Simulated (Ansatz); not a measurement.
SnO (P4/nmm), one atom moved over a plane

The calculation used DFT PBEsol, scalar-relativistic, plane waves, PAW (Ansatz 0.2.0). Cutoff 420 eV, Γ-centred 12×12×10 k-points, Gaussian smearing of 0.15 eV. No spin polarisation. Energies are free energies at this smearing, counted from the undisturbed cell; pressure is positive in compression.

Reference structure (as given, not relaxed at this level; it stands at -0.1 GPa):

```yaml
crystal:
  lattice:
    - [3.80200, 0.00000, 0.00000]
    - [0.00000, 3.80200, 0.00000]
    - [0.00000, 0.00000, 4.83600]
  atoms:
    - { symbol: Sn, position: [0.00000, 0.50000, 0.23850] }
    - { symbol: Sn, position: [0.50000, 0.00000, 0.76150] }
    - { symbol: O, position: [0.00000, 0.00000, 0.00000] }
    - { symbol: O, position: [0.50000, 0.50000, 0.00000] }
```

Atom 3 (O) is moved by p along (1.000, 0.000, 0.000) and q along (0.000, 0.000, 1.000) (Å), all else fixed. Points are written (p, q).

Energy above the undisturbed cell in eV/cell (a dash: not computed):

```
 p \ q  -0.300  -0.150  0.000  0.150  0.300
-0.300    1.15    0.67   0.40   0.34   0.46
-0.150       ?       –      –      –      –
 0.000       ?       –   0.00      –      ?
 0.150       ?       –      –      –      –
 0.300    1.15    0.67   0.40   0.34   0.46
```

Question: Fill in the withheld energies.

Answer: (-0.150, -0.300): 0.50; (0.000, -0.300): 0.30; (0.000, 0.300): 0.30; (0.150, -0.300): 0.50.